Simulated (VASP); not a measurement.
# MgO (Fm-3m) in VASP: further runs

Runs on MgO. Level: PBE. Tasks: single point.

Everything below comes from runs of VASP 6.6.1. Logs are shortened: lines on timing, memory, paths and dates and some standing lists are left out, and cuts for length are marked.

**What was measured.**

“Electronic structure of alkaline earth and post-transition metal oxides”, 2009, arxiv:0908.1581 quotes, for a bulk crystal of MgO: band gap 7.83 eV.

The runs below are set against these values where they give the same quantity.

**1. The crystal as given**

It takes space group Fm-3m (No. 225, cubic). Conventional cell: a = 4.217 Å, b = 4.217 Å, c = 4.217 Å, α = 90.00°, β = 90.00°, γ = 90.00°. Mg (site symmetry m-3m) is surrounded by 6 O at 2.11 Å. Around O (site symmetry m-3m) lie 6 Mg at 2.11 Å.

**2. Single point, PBE**

File INCAR:

```
SYSTEM = MgO
PREC = Accurate
ENCUT = 520
EDIFF = 1E-7
ISMEAR = 0
SIGMA = 0.02
LREAL = .FALSE.
LASPH = .TRUE.
NELM = 80
ALGO = Normal
ISIF = 2
LWAVE = .FALSE.
LCHARG = .FALSE.
GGA = PE
NBANDS = 11
```

File KPOINTS:

```
Automatic mesh
0
G
  14 14 14
  0 0 0
```

File POSCAR:

```
MgO
1.0
    0.0000000000      2.1085000000      2.1085000000
    2.1085000000      0.0000000000      2.1085000000
    2.1085000000      2.1085000000      0.0000000000
Mg O
1 1
Direct
    0.0000000000      0.0000000000      0.0000000000
    0.5000000000      0.5000000000      0.5000000000
```

Potentials or basis: VASP PAW PBE potentials, release 64 (Mg, O).

Launch:

```sh
$ cat potpaw_PBE.64/Mg/POTCAR potpaw_PBE.64/O/POTCAR > POTCAR
$ mpirun -np 1 vasp_std > vasp.out
```

OUTCAR:

```text
SYSTEM = MgO
   PREC = Accurate
   ENCUT = 520
   EDIFF = 1E-7
   ISMEAR = 0
   LREAL = .FALSE.
   LASPH = .TRUE.
   NELM = 80
   ISIF = 2
   GGA = PE

 ion  position               nearest neighbor table
   1  0.000  0.000  0.000-   2 2.11   2 2.11   2 2.11   2 2.11   2 2.11   2 2.11
   2  0.500  0.500  0.500-   1 2.11   1 2.11   1 2.11   1 2.11   1 2.11   1 2.11

  LATTYP: Found a face centered cubic cell.
 ALAT       =     4.2170000000

  Lattice vectors:

 A1 = (   0.0000000000,   2.1085000000,   2.1085000000)
 A2 = (   2.1085000000,   0.0000000000,   2.1085000000)
 A3 = (   2.1085000000,   2.1085000000,   0.0000000000)

Analysis of symmetry for initial positions (statically):
=====================================================================
 Subroutine PRICEL returns:
 Original cell was already a primitive cell.

 Routine SETGRP: Setting up the symmetry group for a
 face centered cubic supercell.

 Subroutine GETGRP returns: Found 48 space group operations
 (whereof 48 operations were pure point group operations)
 out of a pool of 48 trial point group operations.

The static configuration has the point symmetry O_h .

Analysis of symmetry for dynamics (positions and initial velocities):
=====================================================================
 Subroutine PRICEL returns:
 Original cell was already a primitive cell.

 Routine SETGRP: Setting up the symmetry group for a
 face centered cubic supercell.

 Subroutine GETGRP returns: Found 48 space group operations
 (whereof 48 operations were pure point group operations)
 out of a pool of 48 trial point group operations.

The dynamic configuration has the point symmetry O_h .

 Subroutine INISYM returns: Found 48 space group operations
 (whereof 48 operations are pure point group operations),
 and found     1 'primitive' translations

----------------------------------------------------------------------------------------

                                     Primitive cell

  volume of cell :      18.7478

  direct lattice vectors                    reciprocal lattice vectors
     0.000000000  2.108500000  2.108500000    -0.237135404  0.237135404  0.237135404
     2.108500000  0.000000000  2.108500000     0.237135404 -0.237135404  0.237135404
     2.108500000  2.108500000  0.000000000     0.237135404  0.237135404 -0.237135404

  length of vectors
     2.981869296  2.981869296  2.981869296     0.410730569  0.410730569  0.410730569

  position of ions in fractional coordinates (direct lattice)
     0.000000000  0.000000000  0.000000000
     0.500000000  0.500000000  0.500000000

  ion indices of the primitive-cell ions
   primitive index   ion index
                 1           1
                 2           2

----------------------------------------------------------------------------------------

 KPOINTS: Automatic mesh

Automatic generation of k-mesh.
 Grid dimensions read from file:
 generate k-points for:   14   14   14

 Generating k-lattice:

  Cartesian coordinates                     Fractional coordinates (reciprocal lattice)
    -0.016938243  0.016938243  0.016938243     0.071428571  0.000000000  0.000000000
     0.016938243 -0.016938243  0.016938243     0.000000000  0.071428571  0.000000000
     0.016938243  0.016938243 -0.016938243     0.000000000  0.000000000  0.071428571

  Length of vectors
     0.029337898  0.029337898  0.029337898

  Shift w.r.t. Gamma in fractional coordinates (k-lattice)
     0.000000000  0.000000000  0.000000000

 Subroutine IBZKPT returns following result:
 ===========================================

 Found    104 irreducible k-points:

 Following reciprocal coordinates:
            Coordinates               Weight
  0.000000  0.000000  0.000000      1.000000
  0.071429  0.000000  0.000000      8.000000
  0.142857  0.000000  0.000000      8.000000
  0.214286  0.000000  0.000000      8.000000
  0.285714  0.000000  0.000000      8.000000
  0.357143  0.000000  0.000000      8.000000
[... 16 lines left out ...]
  0.214286  0.142857  0.000000     24.000000
  0.285714  0.142857  0.000000     24.000000
 [... further k-points ...]
   k-points           NKPTS =    104   k-points in BZ     NKDIM =    104   number of bands    NBANDS=     11
   number of dos      NEDOS =    301   number of ions     NIONS =      2
   total plane-waves  NPLWV =  13824
   dimension x,y,z NGX =    24 NGY =   24 NGZ =   24
   dimension x,y,z NGXF=    48 NGYF=   48 NGZF=   48
   ions per type =               1   1
   NGX,Y,Z   is equivalent  to a cutoff of  13.38, 13.38, 13.38 a.u.
   NGXF,Y,Z  is equivalent  to a cutoff of  26.76, 26.76, 26.76 a.u.
 SYSTEM =  MgO
   PREC   = accura    normal or accurate (medium, high low for compatibility)
   ISTART =      0    job   : 0-new  1-cont  2-samecut
   ICHARG =      2    charge: 1-file 2-atom 10-const
   ISPIN  =      1    spin polarized calculation?
   LNONCOLLINEAR =      F non collinear calculations
   LSORBIT =      F    spin-orbit coupling
   LASPH  =      T    aspherical Exc in radial PAW
   ENCUT  =  520.0 eV  38.22 Ry    6.18 a.u.   5.54  5.54  5.54*2*pi/ulx,y,z
   NELM   =     80;   NELMIN=  2; NELMDL= -5     # of ELM steps
   EDIFF  = 0.1E-06   stopping-criterion for ELM
   LREAL  =      F    real-space projection
   EDIFFG = 0.1E-05   stopping-criterion for IOM
   NSW    =      0    number of steps for IOM
   IBRION =     -1    ionic relax: 0-MD 1-quasi-New 2-CG
   NFREE  =      0    steps in history (QN), initial steepest desc. (CG)
   ISIF   =      2    stress and relaxation
   ISYM   =      2    0-nonsym 1-usesym 2-fastsym
   POTIM  = 0.5000    time-step for ionic-motion
   TEBEG  =    0.0;   TEEND  =   0.0 temperature during run
   PSTRESS=    0.0 pullay stress
   NELECT =       8.0000    total number of electrons
   NUPDOWN=      -1.0000    fix difference up-down
   EMIN   =  10.00;   EMAX   =-10.00  energy-range for DOS
   EFERMI =   0.00;   METHOD = LEGACY
   ISMEAR =     0;   SIGMA  =   0.02  broadening in eV -4-tet -1-fermi 0-gaus
   EFERMI_NEDOS =   21; number of points for ismear=-14 and -15
   IALGO  =     38    algorithm
   IMIX   =      4    mixing-type and parameters
     AMIX     =   0.40;   BMIX     =  1.00
     AMIX_MAG =   1.60;   BMIX_MAG =  1.00
  volume/ion in A,a.u.               =       9.37        63.26
  Fermi-wavevector in a.u.,A,eV,Ry     =   1.232503  2.329092 20.668107  1.519063
  Thomas-Fermi vector in A             =   2.367270
   LORBIT       =      0    0 simple, 1 ext, 2 COOP (PROOUT), +10 PAW based schemes
   GGA     = PE    functional components
   LHFCALC =     F    Hartree Fock is set to
   AEXX    =    0.0000 exact exchange contribution
   IVDW    =     0    specifies the selected vdW correction
   LEPSILON=     F    determine dielectric tensor
   LRPA    =     F    only Hartree local field effects (RPA)
 non-spin polarized calculation
 Gauss-broadening in eV      SIGMA  =   0.02
  energy-cutoff  :      520.00
  volume of cell :       18.75
 maximum number of plane-waves:       531
 NGX is ok and might be reduce to    24
   NGX = 11   NGY = 11   NGZ = 11

 number of electron       8.0000005 magnetization

 Free energy of the ion-electron system (eV)
  ---------------------------------------------------
  ext. energy  EPLUGINS =         0.00000000
  ---------------------------------------------------
  free energy    TOTEN  =       -11.90713384 eV

  energy without entropy =      -11.90713384  energy(sigma->0) =      -11.90713384

 E-fermi :   3.3029     XC(G=0): -11.0620

 val. band max:        3.1605160972   @ k =   0.0000   0.0000   0.0000
 cond. band min:       7.8529033676   @ k =   0.0000   0.0000   0.0000
 fundamental gap:      4.6923872704
 Fermi energy:         3.3029124522

 k-point     1 :       0.0000    0.0000    0.0000
  band No.  band energies     occupation
      1     -14.0849      2.00000
      2       3.1605      2.00000
      3       3.1605      2.00000
      4       3.1605      2.00000
      5       7.8529      0.00000
      6      18.9405      0.00000
      7      18.9405      0.00000
      8      18.9405      0.00000
      9      22.8479      0.00000
     10      24.6181      0.00000
     11      24.6181      0.00000

 k-point     2 :       0.0714    0.0000    0.0000
  band No.  band energies     occupation
      1     -14.0308      2.00000
      2       2.8057      2.00000
      3       3.1256      2.00000
      4       3.1256      2.00000
      5       8.1976      0.00000
      6      18.1858      0.00000
      7      19.0666      0.00000
      8      19.0666      0.00000
      9      23.8428      0.00000
     10      24.1733      0.00000
     11      24.1733      0.00000

 k-point     3 :       0.1429    0.0000    0.0000
  band No.  band energies     occupation
      1     -13.8750      2.00000
      2       1.9759      2.00000
      3       3.0294      2.00000
      4       3.0294      2.00000
      5       8.9835      0.00000
      6      16.9708      0.00000
      7      19.3878      0.00000
      8      19.3878      0.00000
      9      23.4928      0.00000
     10      23.4928      0.00000
     11      25.2431      0.00000

 k-point     4 :       0.2143    0.0000    0.0000
  band No.  band energies     occupation
      1     -13.6388      2.00000
      2       0.9940      2.00000
      3       2.8947      2.00000
      4       2.8947      2.00000
      5       9.8430      0.00000
      6      16.0221      0.00000
      7      19.7090      0.00000
      8      19.7090      0.00000
      9      23.1760      0.00000
     10      23.1760      0.00000
     11      25.3074      0.00000
[... 239 lines left out ...]
 k-point    22 :       0.1429    0.1429    0.0000
  band No.  band energies     occupation
      1     -13.8091      2.00000
      2       1.8933      2.00000
      3       2.8661      2.00000
      4       2.8661      2.00000
      5       9.3546      0.00000
      6      16.3673      0.00000
      7      19.5934      0.00000
      8      19.5934      0.00000
      9      21.4492      0.00000
     10      25.2424      0.00000
     11      26.7951      0.00000

 k-point    23 :       0.2143    0.1429    0.0000
  band No.  band energies     occupation
      1     -13.6380      2.00000
      2       1.2747      2.00000
      3       2.7234      2.00000
      4       2.7240      2.00000
      5      10.0571      0.00000
      6      15.5985      0.00000
      7      19.7065      0.00000
      8      19.9053      0.00000
      9      20.7960      0.00000
     10      25.2936      0.00000
     11      27.6546      0.00000

 k-point    24 :       0.2857    0.1429    0.0000
  band No.  band energies     occupation
      1     -13.4035      2.00000
      2       0.5248      2.00000
      3       2.5287      2.00000
      4       2.5786      2.00000
      5      10.8320      0.00000
      6      15.0461      0.00000
      7      19.1018      0.00000
      8      20.1290      0.00000
      9      21.2167      0.00000
     10      25.3452      0.00000
     11      27.4638      0.00000

 [... further k-points ...]
[... 5 lines left out ...]
  --------------------------------------------------------------------------------------
  -------------------------------------------------------------------------------------
  Total        0.3949526      0.3949526      0.3949526      0.0000000      0.0000000     -0.0000000
  in kB       33.7524097     33.7524097     33.7524097      0.0000000      0.0000000     -0.0000000
  external PRESSURE =      33.7524097 kB  Pullay stress =       0.0000000 kB

 VOLUME and BASIS-vectors are now :
 -----------------------------------------------------------------------------
  energy-cutoff  :      520.00
  volume of cell :       18.75
      direct lattice vectors                 reciprocal lattice vectors
     0.000000000  2.108500000  2.108500000    -0.237135404  0.237135404  0.237135404
     2.108500000  0.000000000  2.108500000     0.237135404 -0.237135404  0.237135404
     2.108500000  2.108500000  0.000000000     0.237135404  0.237135404 -0.237135404

 POSITION                                       TOTAL-FORCE (eV/Angst)
 -----------------------------------------------------------------------------------
      0.00000      0.00000      0.00000         0.000000     -0.000000      0.000000
      2.10850      2.10850      2.10850        -0.000000      0.000000     -0.000000
 -----------------------------------------------------------------------------------
    total drift:                               -0.000000     -0.000000      0.000000

  FREE ENERGIE OF THE ION-ELECTRON SYSTEM (eV)
  ---------------------------------------------------
  free  energy   TOTEN  =       -11.9071338424 eV

  energy  without entropy=      -11.9071338424  energy(sigma->0) =      -11.90713384
```

Wall time 13 s (1 thread of Intel Xeon Platinum 8488C (Sapphire Rapids), shared host); peak memory 0.15 GiB.

What came out:

| Item | Value |
| --- | --- |
| Free energy | -11.9071 eV |
| Pressure | 3.4 GPa |
| Band gap on the k mesh | 4.69 eV, direct |

**3. Single point, PBE**

INCAR is that of step 2.

File KPOINTS:

```
Automatic mesh
0
G
  18 18 18
  0 0 0
```

POSCAR is that of step 2.

Potentials or basis: VASP PAW PBE potentials, release 64 (Mg, O).

Launch:

```sh
$ cat potpaw_PBE.64/Mg/POTCAR potpaw_PBE.64/O/POTCAR > POTCAR
$ mpirun -np 1 vasp_std > vasp.out
```

Run time: 21 s. Hardware: 1 thread of Intel Xeon Platinum 8488C (Sapphire Rapids), shared host; peak memory 0.17 GiB.

The run converged. Its results:

- Free energy: -11.9071 eV
- Pressure: 3.4 GPa
- Band gap on the k mesh: 4.69 eV, direct

Levels at points of the mesh, in eV from the valence-band top:
| k point | band 1 | band 2 | band 3 | band 4 | band 5 | band 6 | band 7 | band 8 | band 9 |
| --- | --- | --- | --- | --- | --- | --- | --- | --- | --- |
| (0.00, 0.00, 0.00) | -17.25 | 0.00 | 0.00 | 0.00 | 4.69 | 15.78 | 15.78 | 15.78 | 19.69 |
| (0.50, 0.00, 0.00) | -15.97 | -4.60 | -0.65 | -0.65 | 7.87 | 12.57 | 16.27 | 16.27 | 20.84 |
| (0.50, 0.50, 0.00) | -15.71 | -4.07 | -1.34 | -1.34 | 9.12 | 9.93 | 13.06 | 18.92 | 18.92 |

**4. Comparison with measurements**

Step 2. Against the measured gap of MgO, 7.83 eV (quoted in “Electronic structure of alkaline earth and post-transition metal oxides”, 2009, arxiv:0908.1581), the calculated 4.69 eV is off by -3.14 eV. The value is that of PBE on a finite k mesh, which can miss the band edges, without temperature or zero-point motion. Semilocal functionals fall short of measured gaps as a rule.

Step 3. Measured gap of MgO: 7.83 eV (quoted in “Electronic structure of alkaline earth and post-transition metal oxides”, 2009, arxiv:0908.1581). This calculation gives 4.69 eV (-3.14 eV). The value is that of PBE on a finite k mesh, which can miss the band edges, without temperature or zero-point motion. Semilocal functionals fall short of measured gaps as a rule.
